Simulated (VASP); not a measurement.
# PbSe (Clausthalite) (Fm-3m) in VASP: notebook, part 2 of 2

VASP 6.6.1. Earlier steps stand in the parts before.

**5. Single point, revPBE+D3(BJ)**

This run uses another cell than the first one, of 28.10 Å³/atom, 1.021 times its volume.

INCAR

```
SYSTEM = PbSe
PREC = Accurate ; ENCUT = 520
EDIFF = 1E-6 ; ISMEAR = -1
SIGMA = 0.05 ; LREAL = .False.
LASPH = .True. ; NELM = 80
ALGO = Normal ; ISIF = 2
LWAVE = .False. ; LCHARG = .True.
GGA = RE ; IVDW = 12
LELF = .True. ; LVHAR = .True.
NBANDS = 17
```

KPOINTS

```
regular mesh
0
Gamma
  8 8 8
  0 0 0
```

POSCAR

```
PbSe
1.0
    0.0000000000      3.0401081059      3.0401081059
    3.0401081059      0.0000000000      3.0401081059
    3.0401081059      3.0401081059      0.0000000000
Pb Se
1 1
Direct
    0.0000000000      0.0000000000      0.0000000000
    0.5000000000      0.5000000000      0.5000000000
```

Potentials or basis: VASP PAW PBE potentials, release 64 (Pb_d, Se).

The run is started by

```sh
> cat potpaw_PBE.64/Pb_d/POTCAR potpaw_PBE.64/Se/POTCAR > POTCAR
> mpirun -np 1 vasp_std > vasp.out
```

OUTCAR:

```text
SYSTEM = PbSe
   PREC = Accurate
   ENCUT = 520
   EDIFF = 1E-6
   ISMEAR = -1
   LREAL = .False.
   LASPH = .True.
   NELM = 80
   ISIF = 2
   GGA = RE
   IVDW = 12
 IVDW          = 12

 ion  position               nearest neighbor table
   1  0.000  0.000  0.000-   2 3.04   2 3.04   2 3.04   2 3.04   2 3.04   2 3.04
   2  0.500  0.500  0.500-   1 3.04   1 3.04   1 3.04   1 3.04   1 3.04   1 3.04

  LATTYP: Found a face centered cubic cell.
 ALAT       =     6.0802162118

  Lattice vectors:

 A1 = (   0.0000000000,   3.0401081059,   3.0401081059)
 A2 = (   3.0401081059,   0.0000000000,   3.0401081059)
 A3 = (   3.0401081059,   3.0401081059,   0.0000000000)

Analysis of symmetry for initial positions (statically):
=====================================================================
 Subroutine PRICEL returns:
 Original cell was already a primitive cell.

 Routine SETGRP: Setting up the symmetry group for a
 face centered cubic supercell.

 Subroutine GETGRP returns: Found 48 space group operations
 (whereof 48 operations were pure point group operations)
 out of a pool of 48 trial point group operations.

[... 160 lines left out ...]

 E-fermi :   5.5737     XC(G=0):  -9.5192

 val. band max:        5.4329291980   @ k =   0.5000   0.0000   0.0000
 cond. band min:       5.7145069935   @ k =   0.5000   0.0000   0.0000
 fundamental gap:      0.2815777956
 Fermi energy:         5.5737315355

 k-point     1 :       0.0000    0.0000    0.0000
  band No.  band energies     occupation
      1     -11.5123      2.00000
      2     -11.5123      2.00000
      3     -11.5123      2.00000
      4     -11.5062      2.00000
      5     -11.5062      2.00000
      6      -8.3408      2.00000
[... 457 lines left out ...]
      4     -11.4902      2.00000
      5     -11.4740      2.00000
      6      -7.0197      2.00000
[... 9 lines left out ...]
     16      16.2722      0.00000
     17      16.4139      0.00000

 [... further k-points ...]

------------------------ aborting loop because EDIFF is reached ----------------------------------------

 Edisp (eV)   -1.39812

 E8    (eV) :    -1.0043

  FORCE on cell =-STRESS in cart. coord.  units (eV):
  Direction    XX          YY          ZZ          XY          YZ          ZX
  --------------------------------------------------------------------------------------
  -------------------------------------------------------------------------------------
  Total       0.27865     0.27865     0.27865     0.00000     0.00000    -0.00000
  in kB       7.94463     7.94463     7.94463     0.00000     0.00000    -0.00000
  external pressure =        7.94 kB  Pullay stress =        0.00 kB

 VOLUME and BASIS-vectors are now :
 -----------------------------------------------------------------------------
  energy-cutoff  :      520.00
  volume of cell :       56.19
      direct lattice vectors                 reciprocal lattice vectors
     0.000000000  3.040108106  3.040108106    -0.164467836  0.164467836  0.164467836
     3.040108106  0.000000000  3.040108106     0.164467836 -0.164467836  0.164467836
     3.040108106  3.040108106  0.000000000     0.164467836  0.164467836 -0.164467836

 POSITION                                       TOTAL-FORCE (eV/Angst)
 -----------------------------------------------------------------------------------
      0.00000      0.00000      0.00000        -0.000000      0.000000      0.000000
      3.04011      3.04011      3.04011         0.000000     -0.000000     -0.000000
 -----------------------------------------------------------------------------------
    total drift:                                0.000000     -0.000000     -0.000000

  FREE ENERGIE OF THE ION-ELECTRON SYSTEM (eV)
  ---------------------------------------------------
  free  energy   TOTEN  =        -8.9263401660 eV

  energy  without entropy=       -8.9260005172  energy(sigma->0) =       -8.92617034
```

OSZICAR:

```text
N       E                     dE             d eps       ncg     rms          rms(c)
DAV:   1     0.155794960029E+03    0.15579E+03   -0.96250E+03   986   0.122E+03
DAV:   2     0.361756622141E+01   -0.15218E+03   -0.14740E+03  1023   0.306E+02
DAV:   3    -0.753575729197E+01   -0.11153E+02   -0.11059E+02  1297   0.902E+01
DAV:   4    -0.778441278025E+01   -0.24866E+00   -0.24851E+00  1188   0.148E+01
DAV:   5    -0.779337430116E+01   -0.89615E-02   -0.89611E-02  1420   0.278E+00    0.291E+00
DAV:   6    -0.752604862049E+01    0.26733E+00   -0.63858E-01  1512   0.550E+00    0.172E+00
DAV:   7    -0.752284869702E+01    0.31999E-02   -0.12503E-01  1168   0.174E+00    0.909E-01
DAV:   8    -0.752836367490E+01   -0.55150E-02   -0.14842E-02  1167   0.133E+00    0.148E-01
DAV:   9    -0.752810548352E+01    0.25819E-03   -0.27012E-03  1485   0.547E-01    0.518E-02
DAV:  10    -0.752819460890E+01   -0.89125E-04   -0.32014E-04  1135   0.103E-01    0.209E-02
DAV:  11    -0.752821526435E+01   -0.20655E-04   -0.12388E-04  1280   0.108E-01    0.122E-02
DAV:  12    -0.752821544820E+01   -0.18385E-06   -0.67191E-06  1209   0.155E-02
   1 F= -.89263402E+01 E0= -.89261703E+01  d E =-.339649E-03
```

Run time: 19 s. Hardware: 1 thread of Intel Xeon Platinum 8259CL at 2.50GHz (Skylake/Cascade Lake), shared host; peak memory 0.19 GiB.

Results:

| Item | Value |
| --- | --- |
| Free energy | -8.9263 eV |
| Pressure | 0.8 GPa |
| Band gap on the k mesh | 0.28 eV, direct |
| Dispersion energy per atom | -0.699 eV |

Caveat: the PAW data sets were made with another functional, which shifts forces and pressure a little; spin-orbit coupling is left out, which moves the levels of the heavy elements.

**6. Single point, BLYP+D4**

INCAR

```
SYSTEM = PbSe
PREC = Accurate
ENCUT = 520
EDIFF = 1E-6
ISMEAR = -1
SIGMA = 0.05
LREAL = .False.
LASPH = .True.
NELM = 60
ALGO = Normal
ISIF = 2
LWAVE = .False.
LCHARG = .False.
GGA = B5
ALDAX = 1.0
AGGAX = 1.0
AGGAC = 1.0
ALDAC = 0.0
IVDW = 13
VDW_S6 = 1.0
VDW_S8 = 2.34076671
VDW_A1 = 0.44488865
VDW_A2 = 4.0933009
NBANDS = 17
```

KPOINTS is that of step 5.

POSCAR

```
PbSe
1.0
    0.0000000000      3.0192847941      3.0192847941
    3.0192847941      0.0000000000      3.0192847941
    3.0192847941      3.0192847941      0.0000000000
Pb Se
1 1
Direct
    0.0000000000      0.0000000000      0.0000000000
    0.5000000000      0.5000000000      0.5000000000
```

Potentials or basis: VASP PAW PBE potentials, release 64 (Pb_d, Se).

The run is started by

```sh
> cat potpaw_PBE.64/Pb_d/POTCAR potpaw_PBE.64/Se/POTCAR > POTCAR
> mpirun -np 1 vasp_std > vasp.out
```

OUTCAR:

```text
SYSTEM = PbSe
   PREC = Accurate
   ENCUT = 520
   EDIFF = 1E-6
   ISMEAR = -1
   LREAL = .False.
   LASPH = .True.
   NELM = 60
   ISIF = 2
   GGA = B5
   IVDW = 13

 ion  position               nearest neighbor table
   1  0.000  0.000  0.000-   2 3.02   2 3.02   2 3.02   2 3.02   2 3.02   2 3.02
   2  0.500  0.500  0.500-   1 3.02   1 3.02   1 3.02   1 3.02   1 3.02   1 3.02

  LATTYP: Found a face centered cubic cell.
 ALAT       =     6.0385695882

  Lattice vectors:

 A1 = (   0.0000000000,   3.0192847941,   3.0192847941)
 A2 = (   3.0192847941,   0.0000000000,   3.0192847941)
 A3 = (   3.0192847941,   3.0192847941,   0.0000000000)

[... 665 lines left out ...]

  Edisp (eV):   -1.55345

  FORCE on cell =-STRESS in cart. coord.  units (eV):
  Direction    XX          YY          ZZ          XY          YZ          ZX
  --------------------------------------------------------------------------------------
  -------------------------------------------------------------------------------------
  Total       1.54264     1.54264     1.54264    -0.00000    -0.00000     0.00000
  in kB      44.89869    44.89869    44.89869    -0.00000    -0.00000     0.00000
  external pressure =       44.90 kB  Pullay stress =        0.00 kB

 VOLUME and BASIS-vectors are now :
 -----------------------------------------------------------------------------
  energy-cutoff  :      520.00
  volume of cell :       55.05
      direct lattice vectors                 reciprocal lattice vectors
     0.000000000  3.019284794  3.019284794    -0.165602132  0.165602132  0.165602132
     3.019284794  0.000000000  3.019284794     0.165602132 -0.165602132  0.165602132
     3.019284794  3.019284794  0.000000000     0.165602132  0.165602132 -0.165602132

 POSITION                                       TOTAL-FORCE (eV/Angst)
 -----------------------------------------------------------------------------------
      0.00000      0.00000      0.00000         0.000000     -0.000000      0.000000
      3.01928      3.01928      3.01928         0.000000      0.000000      0.000000
 -----------------------------------------------------------------------------------
    total drift:                                0.000000     -0.000000     -0.000000

  FREE ENERGIE OF THE ION-ELECTRON SYSTEM (eV)
  ---------------------------------------------------
  free  energy   TOTEN  =        -8.4745179729 eV

  energy  without entropy=       -8.4741313498  energy(sigma->0) =       -8.47432466
```

Run time: 28 s. Hardware: 1 thread of Intel Xeon Platinum 8259CL at 2.50GHz (Skylake/Cascade Lake), shared host; peak memory 0.19 GiB.

Results:

* Free energy: -8.4745 eV
* Pressure: 4.5 GPa
* Band gap on the k mesh: 0.26 eV, direct
* Dispersion energy per atom: -0.777 eV

Levels at points of the mesh, in eV from the valence-band top:
```csv
k point,band 7,band 8,band 9,band 10,band 11,band 12,band 13,band 14
"(0.00, 0.00, 0.00)",-6.37,-2.10,-2.10,-2.10,4.68,4.68,4.68,6.61
"(0.50, 0.00, 0.00)",-9.13,-1.63,-1.63,0.00,0.26,1.57,1.57,8.90
"(0.50, 0.50, 0.00)",-7.60,-5.28,-3.49,-3.49,3.80,5.65,5.65,6.18
```

Caveat: the PAW data sets were made with another functional, which shifts forces and pressure a little; spin-orbit coupling is left out, which moves the levels of the heavy elements. A k mesh can miss the band edges.

**7. The runs side by side**

```csv
level,cell,gap on the mesh (eV),pressure (GPa)
RPBE,"a = 4.270 Å, angles 60.0°, 2 atoms",0.23,6.8
RPBE,"a = 4.299 Å, angles 60.0°, 2 atoms",0.30,5.4
revPBE+D3(BJ),"a = 4.270 Å, angles 60.0°, 2 atoms",0.20,2.0
revPBE+D3(BJ),"a = 4.299 Å, angles 60.0°, 2 atoms",0.28,0.8
BLYP+D4,"a = 4.270 Å, angles 60.0°, 2 atoms",0.26,4.5
```

Alike in all rows: task single point; potentials or basis VASP PAW PBE potentials, release 64 (Pb_d, Se); no spin polarisation; k mesh 8 × 8 × 8; cutoff (eV) 520; smearing fermi-dirac 0.05 eV.

On the cell as given the gap runs from 0.20 eV (revPBE+D3(BJ)) to 0.26 eV (BLYP+D4). The pressure there spans 2.0 GPa (revPBE+D3(BJ)) to 6.8 GPa (RPBE); a positive pressure means that this level wants a larger cell, a negative one a smaller.

Caveats: the PAW data sets were made with another functional, which shifts forces and pressure a little; spin-orbit coupling is left out, which moves the levels of the heavy elements.

Absolute energies hang on the potentials; compare differences alone.

**8. Comparison with measurements**

Step 4. Against the measured gap of PbSe, 0.15 eV (direct; 4.2 K; a printed reference work, monograph), the calculated 0.20 eV is off by +0.05 eV. 2 values of this kind are on record (0.15 to 0.28 eV); this one was drawn at random. Spin-orbit coupling on Pb, Se is left out. The value is that of revPBE+D3(BJ) on a finite k mesh, which can miss the band edges, without temperature or zero-point motion.

Step 5. Measured gap of PbSe: 0.15 eV (direct; 4.2 K; a printed reference work, monograph). This calculation gives 0.28 eV (+0.13 eV). 2 values of this kind are on record (0.15 to 0.28 eV); this one was drawn at random. Spin-orbit coupling on Pb, Se is left out. The value is that of revPBE+D3(BJ) on a finite k mesh, which can miss the band edges, without temperature or zero-point motion.
